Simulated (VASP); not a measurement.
Write the native input for VASP 6.6.1 that does the following.

```
Task                   : band structure
Functional             : LAK
Potentials or basis    : VASP PAW PBE potentials, release 64 (I, Mg)
Cutoff                 : 520 eV
k mesh                 : 8 × 8 × 4
Occupations            : fermi-dirac, width 0.05 eV
Spin                   : no spin polarisation
Further INCAR settings : ALGO = Normal; EDIFF = 1e-06
```

The structure of MgI2 lies in POSCAR:

```
MgI2
1.0
    4.1400000000      0.0000000000      0.0000000000
   -2.0700000000      3.5853451717      0.0000000000
    0.0000000000      0.0000000000      6.8800000000
I Mg
2 1
Direct
    0.6666666667      0.3333333333      0.7500000000
    0.3333333333      0.6666666667      0.2500000000
    0.0000000000      0.0000000000      0.0000000000
```

These files were run (other wordings do the same):

INCAR

```
  ALGO = Normal
  EDIFF = 1E-6
  ENCUT = 520
  ISIF = 2
  ISMEAR = -1
  LASPH = True
  LCHARG = False
  LMIXTAU = True
  LREAL = False
  LWAVE = False
  METAGGA = LAK
  NELM = 80
  PREC = Accurate
  SIGMA = 0.05
```

KPOINTS

```
k-points
0
Gamma
  8 8 4
```

KPOINTS_OPT

```
path GMKGALHA,LM,KH
20
line-mode
reciprocal
 0.0000000000  0.0000000000  0.0000000000  G
 0.5000000000  0.0000000000  0.0000000000  M

 0.5000000000  0.0000000000  0.0000000000  M
 0.3333333333  0.3333333333  0.0000000000  K

 0.3333333333  0.3333333333  0.0000000000  K
 0.0000000000  0.0000000000  0.0000000000  G

 0.0000000000  0.0000000000  0.0000000000  G
 0.0000000000  0.0000000000  0.5000000000  A

 0.0000000000  0.0000000000  0.5000000000  A
 0.5000000000  0.0000000000  0.5000000000  L

 0.5000000000  0.0000000000  0.5000000000  L
 0.3333333333  0.3333333333  0.5000000000  H

 0.3333333333  0.3333333333  0.5000000000  H
 0.0000000000  0.0000000000  0.5000000000  A

 0.5000000000  0.0000000000  0.5000000000  L
 0.5000000000  0.0000000000  0.0000000000  M

 0.3333333333  0.3333333333  0.0000000000  K
 0.3333333333  0.3333333333  0.5000000000  H
```

Potentials or basis: VASP PAW PBE potentials, release 64 (I, Mg).

Run with:

```sh
$ cat potpaw_PBE.64/I/POTCAR potpaw_PBE.64/Mg/POTCAR > POTCAR
$ mpirun -np 1 vasp_std > vasp.out
```

It gave:

```
Pressure                : 0.8 GPa
Largest force           : 0.238 eV/Å
Band gap on the k mesh  : 4.18 eV, indirect (least direct gap 4.68 eV)
Band gap along the path : 4.16 eV, indirect (least direct gap 4.68 eV)
```

Caveat: the PAW data sets were made with another functional, which shifts forces and pressure a little; spin-orbit coupling is left out, which moves the levels of the heavy elements; the cell's inner coordinates are idealised or old, which leaves forces on the atoms.

Wall time 4.7 min on 1 thread of Intel(R) Xeon(R) Platinum 8559C (Emerald Rapids), on a shared host, peak memory 0.26 GiB.
